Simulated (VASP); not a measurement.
Set up this calculation in VASP 6.6.1, as the native input.

```
Task                   : single point
Functional             : PBE
Potentials or basis    : VASP PAW PBE potentials, release 64 (C_GW)
Cutoff                 : 900 eV
k mesh                 : 9 × 9 × 1
Occupations            : fermi-dirac, width 0.05 eV
Spin                   : no spin polarisation
Dipole correction      : yes
Further INCAR settings : ALGO = Normal; EDIFF = 1e-06
```

The structure of C lies in POSCAR:

```
C
1.0
    2.4560959400      0.0000000000      0.0000000000
   -1.2280479700      2.1270618200      0.0000000000
    0.0000000000      0.0000000000     25.8049153298
C
8
Direct
    0.5833794600      0.1667589200      0.2906423022
    0.9166205400      0.8332410800      0.2906423022
    0.0833794600      0.1667589200      0.4313770236
    0.4166205400      0.8332410800      0.4313770236
    0.5833794600      0.1667589200      0.5686229764
    0.9166205400      0.8332410800      0.5686229764
    0.0833794600      0.1667589200      0.7093576978
    0.4166205400      0.8332410800      0.7093576978
```

One way to write it, as run:

INCAR

```
  ALGO = Normal
  DIPOL = 0.5 0.5 0.500
  EDIFF = 1E-6
  ENCUT = 900
  GGA = PE
  IDIPOL = 3
  ISIF = 2
  ISMEAR = -1
  LASPH = T
  LCHARG = F
  LDIPOL = T
  LREAL = F
  LWAVE = F
  NELM = 100
  PREC = Accurate
  SIGMA = 0.05
```

KPOINTS

```
k-points
0
Gamma
  9 9 1
```

Potentials or basis: VASP PAW PBE potentials, release 64 (C_GW).

Command:

```console
$ cat potpaw_PBE.64/C_GW/POTCAR > POTCAR
$ mpirun -np 1 vasp_std > vasp.out
```

It gave:

- Largest force: 0.027 eV/Å
- Band gap on the k mesh: 0.08 eV, direct

It took 91 s on 1 thread of Intel(R) Xeon(R) 6975P-C (Granite Rapids) (shared host), peak memory 0.41 GiB.
